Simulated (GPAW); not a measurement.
# PbSe (Clausthalite) (Fm-3m) in GPAW: single point with PBE

Aim: the single point of PbSe (Clausthalite) with PBE.

Everything below comes from runs of GPAW 26.7.0. Logs are shortened: lines on timing, memory, paths and dates and some standing lists are left out, and cuts for length are marked. The log counts tension as positive stress, the text compression.

**Measured values to compare with.**

A printed reference work, monograph reports, for a bulk crystal of PbSe at 4.2 K: band gap 0.15 eV (direct).

The runs below are set against these values where they give the same quantity.

## Step 1: The crystal as given

The structure is cubic, space group Fm-3m (No. 225). Conventional cell: a = 6.121 Å, b = 6.121 Å, c = 6.121 Å, α = 90.00°, β = 90.00°, γ = 90.00°. Pb (site symmetry m-3m) has 6 Se at 3.06 Å as nearest neighbours. Around Se (site symmetry m-3m) lie 6 Pb at 3.06 Å.

## Step 2: Single point, PBE

File POSCAR:

```
PbSe
1.0
    0.0000000000      3.0606500000      3.0606500000
    3.0606500000      0.0000000000      3.0606500000
    3.0606500000      3.0606500000      0.0000000000
Pb Se
1 1
Direct
    0.0000000000      0.0000000000      0.0000000000
    0.5000000000      0.5000000000      0.5000000000
```

Potentials or basis: GPAW PAW data sets (gpaw-data 1.2.1), pw.

On the command line:

```
OMP_NUM_THREADS=1 gpaw run POSCAR -p 'mode=PW(600),xc=PBE,kpts={size:(8,8,8),gamma:True},occupations={name:fermi-dirac,width:0.05},nbands=19,convergence={density:1e-05,energy:1e-05},maxiter=150,txt=gpaw.txt' --properties efs -w gs.gpw
```

The program printed:

```text
__  _  _
 | _ |_)|_||  |
 |__||  | ||/\| - 26.7.0

Input parameters:
  mode=PW(ecut=600.0),
  convergence={'density': 1e-05, 'energy': 1e-05},
  kpts=MonkhorstPack(size=[8, 8, 8], gamma=True),
  maxiter=150,
  nbands=19,
  occupations=Occupations(name='fermi-dirac', width=0.05),
  xc=XC(name='PBE')

Diagonalizing LCAO Hamiltonian
Converting LCAO to pw mode

                Se

       Pb

Atoms  # Å, Bohr magnetons
|   | symbol |        x |        y |        z |    initial magnetic moments |
|---|--------|----------|----------|----------|-----------------------------|
| 0 |     Pb | 0.000000 | 0.000000 | 0.000000 | ( 0.0000,  0.0000,  0.0000) |
| 1 |     Se | 3.060650 | 3.060650 | 3.060650 | ( 0.0000,  0.0000,  0.0000) |

Unit cell  # Å
| periodic |        x |        y |        z |  lengths |    angles |
|----------|----------|----------|----------|----------|-----------|
|      yes | 0.000000 | 3.060650 | 3.060650 | 4.328413 | 60.000000 |
|      yes | 3.060650 | 0.000000 | 3.060650 | 4.328413 | 60.000000 |
|      yes | 3.060650 | 3.060650 | 0.000000 | 4.328413 | 60.000000 |

Number of symmetries: 48
Symmetry operations  # r_c * U_cc + t_c -> r_c
|    | kind |            matrix            |
|----|------|------------------------------|
|  0 |  σ   |  1, 0, 0,  1, 0,-1,  1,-1, 0 |
|  1 |  C2  |  1, 0, 0,  1,-1, 0,  1, 0,-1 |
|  2 |  E   |  1, 0, 0,  0, 1, 0,  0, 0, 1 |
|  3 |  σ   |  1, 0, 0,  0, 0, 1,  0, 1, 0 |
|  4 |  C4  |  1, 0,-1,  1, 0, 0,  1,-1, 0 |
|  5 |  S6  |  1, 0,-1,  1,-1, 0,  1, 0, 0 |
|  6 |  σ   |  1, 0,-1,  0, 1,-1,  0, 0,-1 |
|  7 |  C3  |  1, 0,-1,  0, 0,-1,  0, 1,-1 |
|  8 |  S6  |  1,-1, 0,  1, 0, 0,  1, 0,-1 |
|  9 |  C4  |  1,-1, 0,  1, 0,-1,  1, 0, 0 |
| 10 |  C3  |  1,-1, 0,  0,-1, 1,  0,-1, 0 |
| 11 |  σ   |  1,-1, 0,  0,-1, 0,  0,-1, 1 |
| 12 |  σ   |  0, 1, 0,  1, 0, 0,  0, 0, 1 |
| 13 |  C4  |  0, 1, 0,  0, 1,-1, -1, 1, 0 |
| 14 |  C3  |  0, 1, 0,  0, 0, 1,  1, 0, 0 |
| 15 |  S6  |  0, 1, 0, -1, 1, 0,  0, 1,-1 |
| 16 |  C2  |  0, 1,-1,  1, 0,-1,  0, 0,-1 |
| 17 |  σ   |  0, 1,-1,  0, 1, 0, -1, 1, 0 |
| 18 |  S4  |  0, 1,-1,  0, 0,-1,  1, 0,-1 |
| 19 |  C4  |  0, 1,-1, -1, 1, 0,  0, 1, 0 |
| 20 |  C3  |  0, 0, 1,  1, 0, 0,  0, 1, 0 |
| 21 |  σ   |  0, 0, 1,  0, 1, 0,  1, 0, 0 |
| 22 |  S6  |  0, 0, 1,  0,-1, 1, -1, 0, 1 |
| 23 |  C4  |  0, 0, 1, -1, 0, 1,  0,-1, 1 |
| 24 |  S4  |  0, 0,-1,  1, 0,-1,  0, 1,-1 |
| 25 |  C3  |  0, 0,-1,  0, 1,-1,  1, 0,-1 |
| 26 |  C2  |  0, 0,-1,  0,-1, 0, -1, 0, 0 |
| 27 |  S6  |  0, 0,-1, -1, 0, 0,  0,-1, 0 |
| 28 |  S4  |  0,-1, 1,  1,-1, 0,  0,-1, 0 |
| 29 |  C4  |  0,-1, 1,  0, 0, 1, -1, 0, 1 |
| 30 |  C2  |  0,-1, 1,  0,-1, 0,  1,-1, 0 |
| 31 |  σ   |  0,-1, 1, -1, 0, 1,  0, 0, 1 |
| 32 |  C3  |  0,-1, 0,  1,-1, 0,  0,-1, 1 |
| 33 |  S6  |  0,-1, 0,  0, 0,-1, -1, 0, 0 |
| 34 |  S4  |  0,-1, 0,  0,-1, 1,  1,-1, 0 |
| 35 |  C2  |  0,-1, 0, -1, 0, 0,  0, 0,-1 |
| 36 |  C2  | -1, 1, 0,  0, 1, 0,  0, 1,-1 |
| 37 |  S6  | -1, 1, 0,  0, 1,-1,  0, 1, 0 |
| 38 |  S4  | -1, 1, 0, -1, 0, 1, -1, 0, 0 |
| 39 |  C3  | -1, 1, 0, -1, 0, 0, -1, 0, 1 |
| 40 |  S6  | -1, 0, 1,  0, 0, 1,  0,-1, 1 |
| 41 |  C2  | -1, 0, 1,  0,-1, 1,  0, 0, 1 |
| 42 |  C3  | -1, 0, 1, -1, 1, 0, -1, 0, 0 |
| 43 |  S4  | -1, 0, 1, -1, 0, 0, -1, 1, 0 |
| 44 |  C2  | -1, 0, 0,  0, 0,-1,  0,-1, 0 |
| 45 |  i   | -1, 0, 0,  0,-1, 0,  0, 0,-1 |
| 46 |  σ   | -1, 0, 0, -1, 1, 0, -1, 0, 1 |
| 47 |  C2  | -1, 0, 0, -1, 0, 1, -1, 1, 0 |

BZ-sampling:
  Number of BZ points: 512
  Number of IBZ points: 29

  Monkhorst-Pack size: [8, 8, 8]
  Monkhorst-Pack shift: [0.0625, 0.0625, 0.0625]

K-points  # in reciprocal-cell coordinates
|     |                                coordinates |     weight |
|-----|--------------------------------------------|------------|
|   0 | (  0.00000000,   0.00000000,   0.00000000) | 0.00195312 |
|   1 | (  0.12500000,   0.12500000,   0.00000000) | 0.01171875 |
|   2 | (  0.12500000,   0.12500000,   0.12500000) | 0.01562500 |
|   3 | (  0.25000000,   0.12500000,   0.12500000) | 0.02343750 |
|   4 | (  0.25000000,   0.25000000,   0.00000000) | 0.01171875 |
|   5 | (  0.25000000,   0.25000000,   0.12500000) | 0.04687500 |
|   6 | (  0.25000000,   0.25000000,   0.25000000) | 0.01562500 |
|   7 | (  0.37500000,   0.25000000,  -0.37500000) | 0.04687500 |
|   8 | (  0.37500000,   0.25000000,   0.12500000) | 0.04687500 |
|   9 | (  0.37500000,   0.25000000,   0.25000000) | 0.04687500 |
| ... |                                            |            |
|  28 | (  0.50000000,   0.50000000,   0.50000000) | 0.00781250 |

Plane wave coefficients: 1930
Cutoff: 600.0 eV

Spin-components: 1 (collinear spins)
Bands:           19
Projectors:      11
Spin-degeneracy: 2
Datatype:        complex128

Density:
  Valence electrons: 20.0
  Components: 1
  Grid points: [25 25 25]
  Charge: 0.0  # |e|

Potential:
  Grid points: [25 25 25]

species:
  Pb:
    name:    Lead
    Z:       82.0
    valence: 14
    core:    68
    charge:  0.0  # [|e|]
    compensation charges:
      type: gauss
      rc: 0.38  # [Å]
      lmax: 2
    cutoffs:
      filter: 2.36  # [Å]
      core: 2.43  # [Å]
    projectors
    | kind |    occ | energy [eV] | rcut [Å] |
    |------|--------|-------------|----------|
    |   6s |  2.000 |     -11.969 |    1.259 |
    |   6p |  2.000 |      -3.506 |    1.275 |
    |   5d | 10.000 |     -21.211 |    1.217 |
    |    s |        |      15.243 |    1.259 |
    |    p |        |      23.705 |    1.275 |
    |    d |        |       6.001 |    1.217 |

    Using partial waves for Pb as LCAO basis

  Se:
    name:    Selenium
    Z:       34.0
    valence: 6
    core:    28
    charge:  0.0  # [|e|]
    compensation charges:
      type: gauss
      rc: 0.27  # [Å]
      lmax: 2
    cutoffs:
      filter: 1.77  # [Å]
      core: 2.67  # [Å]
    projectors
    | kind |    occ | energy [eV] | rcut [Å] |
    |------|--------|-------------|----------|
    |   4s |  2.000 |     -17.277 |    0.847 |
    |   4p |  4.000 |      -6.512 |    1.005 |
    |    s |        |       9.935 |    0.847 |
    |    p |        |      20.699 |    1.005 |
    |    d |        |       0.000 |    0.847 |

    Using partial waves for Se as LCAO basis

Reference energy: -633377.995495  # eV

eigensolver:
  PPCG
  Converge bands: occupied
  niter=2

density mixing:
  MSR1-Mixer
  Pratt-step length: 0.05
  Maximum mixing coefficient: 0.75
  Old densities: 10
  SVD Regularization: 0.005
  Good broyden scale: 1.0
  Trust region scale: 1.0
  Backstep threshold: 4.0
  History deletion threshold: 6.0
  Fourier metric: weight=20.0, sigma=0.015

occupation numbers:
  Fermi-Dirac:
    width: 0.0500  # eV

poisson solver:
  ecut: 4800.0  # eV

xc functional:
[... 9 lines left out ...]
|iter     | |      energy | eigst |  dens |
|---------|-|-------------|-------|-------|
|iter:   1| |   -8.650801 | -0.26 |       |
|iter:   2| |   -8.591098 | -2.07 | -1.23 |
|iter:   3| |   -8.397183 | -1.90 | -1.28 |
|iter:   4| |   -8.398817 | -3.76 | -1.89 |
|iter:   5| |   -8.399496 | -4.32 | -2.29 |
|iter:   6| |   -8.399524 | -5.59 | -3.23 |
|iter:   7| |   -8.399527c| -6.71 | -3.76 |
|iter:   8| |   -8.399527c| -7.69c| -4.47 |
|iter:   9| |   -8.399527c| -7.80c| -5.22c|

Converged in 9 steps
Energy contributions relative to reference atoms: (reference = -633377.995495)

Energy contributions:
  Kinetic:          19.938798
  Coulomb:         -20.066469
  Zero:             -0.062289
  External:          0.000000
  Xc:               -8.209346
  Entropy:          -0.000443
  Spinorbit:         0.000000
  ----------------------------
  Free energy:      -8.399749
  Extrapolated:     -8.399527

dipole moment: (-25.873692, -25.873692, -25.873692)  # |e|*Ang

Fermi level: 6.264
Eigenvalues  # (at kpt = [0.000, 0.000, 0.000])
| band index |      eig [eV] | occ [0-2] |
|------------|---------------|-----------|
|          0 |       -10.722 |     2.000 |
|        ... |               |           |
|          2 |       -10.720 |     2.000 |
|          3 |       -10.720 |     2.000 |
|          4 |       -10.720 |     2.000 |
|          5 |        -7.476 |     2.000 |
|          6 |        -0.128 |     2.000 |
|          7 |         4.216 |     2.000 |
[... 9 lines left out ...]
|         17 |        14.532 |     0.000 |
|         18 |        15.112 |     0.000 |

Gap: 0.242 eV
Transition (v -> c):
  (s=0, k=28, n=9, [0.50, 0.50, 0.50]) -> (s=0, k=28, n=10, [0.50, 0.50, 0.50])
No difference between direct/indirect transitions

Forces  # eV/Ang
|        x |        y |        z |
|----------|----------|----------|
|  0.00000 |  0.00000 | -0.00000 |  # Pb   0
| -0.00000 | -0.00000 | -0.00000 |  # Se   1

Stress tensor  # eV/Ang^3
|         x |         y |         z |
|-----------|-----------|-----------|
| -0.013786 | -0.000000 | -0.000000 |
| -0.000000 | -0.013786 | -0.000000 |
| -0.000000 | -0.000000 | -0.013786 |

# Writing to gs.gpw (mode='')
```

Run time: 18 s. Hardware: 1 thread of Arm Neoverse V1, shared host; peak memory 0.17 GiB.

What came out:

| Item | Value |
| --- | --- |
| Free energy | -8.3997 eV |
| Pressure | 2.2 GPa |
| Band gap on the k mesh | 0.24 eV, direct |

Levels at points of the mesh, in eV from the valence-band top:
```csv
k point,band 7,band 8,band 9,band 10,band 11,band 12,band 13,band 14
"(0.00, 0.00, 0.00)",-6.27,-1.93,-1.93,-1.93,4.65,4.65,4.65,6.49
"(0.50, 0.50, 0.00)",-7.34,-5.03,-3.28,-3.28,3.66,5.55,5.55,5.99
"(0.50, 0.50, 0.50)",-8.78,-1.51,-1.51,0.00,0.24,1.64,1.64,8.52
```

Caveat: spin-orbit coupling is left out, which as a rule narrows the gap of such compounds by several tenths of an eV.

## Step 3: For comparison

An earlier run on the cell as given: functional PBE; potentials or basis GPAW PAW data sets (gpaw-data 1.2.1); cutoff 600 eV; basis pw; k mesh 8 × 8 × 8; occupations fermi-dirac, width 0.05 eV; no spin polarisation.

* Pressure: 2.2 GPa
* Band gap on the k mesh: 0.24 eV, direct

## Step 4: Comparison with measurements

Step 2. Against the measured gap of PbSe, 0.15 eV (direct; 4.2 K; a printed reference work, monograph), the calculated 0.24 eV is off by +0.09 eV. 2 values of this kind are on record (0.15 to 0.28 eV); this one was drawn at random. Spin-orbit coupling on Pb, Se is left out. The value is that of PBE on a finite k mesh, which can miss the band edges, without temperature or zero-point motion.
